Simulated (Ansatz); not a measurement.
The system is Bi.

```
Bi
1.0
     2.26750    1.30914    3.93800
    -2.26750    1.30914    3.93800
     0.00000   -2.61828    3.93800
Bi
2
Direct
  0.76600 0.76600 0.76600
  0.23400 0.23400 0.23400
```

```yaml
Program: Ansatz 0.2.0
Task: relaxation of cell and atoms
Functional: r2SCAN
Potentials_or_basis: Ansatz PAW
Cutoff: "500 eV (not typed: the program's choice for these potentials)"
k_mesh: 7 × 7 × 7
Occupations: fermi-dirac, width 0.05 eV
Spin: no spin polarisation
```

At the start: volume 35.07 Å³/atom.

**Question.** How do energy, volume and symmetry change on relaxing?

**Answer.** It ends after 7 steps and the volume is 36.44 Å³/atom (+3.9 %); space group R-3m (No. 166, to 0.05 Å).

Step by step:
| step | energy change (eV) | largest force (eV/Å) | volume (Å³) |
| --- | --- | --- | --- |
| 1 | 0.0000 | 0.0211 | 70.14 |
| 2 | -0.0050 | 0.1402 | 72.79 |
| 3 | -0.0080 | 0.0484 | 72.28 |
| 4 | -0.0090 | 0.0104 | 72.80 |
| 5 | -0.0095 | 0.0078 | 72.78 |
| 6 | -0.0096 | 0.0015 | 72.89 |
| 7 | -0.0101 | 0.0014 | 72.89 |

Final structure:
```
Bi
1.0
     2.27355    1.31263    4.07052
    -2.27355    1.31263    4.07052
     0.00000   -2.62527    4.07052
Bi
2
Direct
  0.76797 0.76797 0.76797
  0.23203 0.23203 0.23203
```

Caveat: the plane-wave basis is chosen anew once the cell has moved, so the energies of steps on either side of that aren't comparable; the PAW data sets come from PBE, with cores solved anew for the run's functional, which leaves a small shift of forces and pressure.
